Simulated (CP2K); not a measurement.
HfN under changes of volume

One of the cells (14.793 Å³/atom); the others are scaled copies at fixed shape and fractional positions:

```
Hf N
1.0
     3.47164    0.00000    0.00000
     1.73582    3.00653    0.00000
     1.73582    1.00218    2.83458
Hf N
1 1
Direct
  0.00000 0.00000 0.00000
  0.25000 0.25000 0.25000
```

The cell comes from a database or a generator and needn't be the stable form of this composition.

```yaml
Program: CP2K 2026.2
Functional: r2SCAN
Potentials_or_basis: POTENTIAL_UZH Hf GTH-SCAN-q12, N GTH-SCAN-q5; TZVP-MOLOPT-SCAN-GTH basis
Density_cutoff: 9184 eV
k_mesh: 9 × 9 × 9
Occupations: fermi-dirac, width 0.05 eV
Spin: no spin polarisation
```

```tsv
volume (Å³/atom)	energy over the lowest point (meV/atom)	pressure (GPa)
13.906	4.51	4.8
14.201	0.00	0.3
14.497	?	?
14.793	14.15	-7.4
15.089	31.04	-10.7
15.385	53.76	-13.7
15.681	81.73	-16.4
```

Question: What does the run at 14.497 Å³/atom give?

Answer: Energy over the lowest point 3.46 meV/atom; pressure -3.8 GPa.

Worked out: A Birch-Murnaghan fit of order 3 (a polynomial in V^(-2/3)) to the other rows has its minimum at 14.22 Å³/atom with B0 = V·E''(V) = 205 GPa and B' = 4.1. It gives 3.50 meV/atom at 14.497 Å³/atom, against the run's 3.46, and -dE/dV = -3.9 GPa, against -3.8.

Energies are extrapolated to zero smearing.

Caveats: the basis of atomic orbitals isn't converged, which shifts pressures, moduli and gaps.
